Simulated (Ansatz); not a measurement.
Ansatz results at the PBE0-D4/def2-TZVP geometry: zero-point energy (PBE0-D4/def2-TZVP) 107.0 kJ/mol; HOMO energy (ωB97M-V/def2-TZVPP) -10.75 eV; HOMO energy (PBE/def2-TZVPP) -7.06 eV.

Each molecule was computed in one conformer, which needn't be the lowest.

(1) Which molecule gave them?
A. `F[SiH2]C(F)Cl`
B. `C=C1CC1`
C. `Cl[B]1[NH][GaH]1`
D. `C[Si](F)(F)Cl`

## Answers

(1) A. The others give `Cl[B]1[NH][GaH]1`: 70.7, -8.78, -5.75; `C[Si](F)(F)Cl`: 118.2, -11.91, -8.19; `C=C1CC1`: 224.2, -9.68, -6.29.
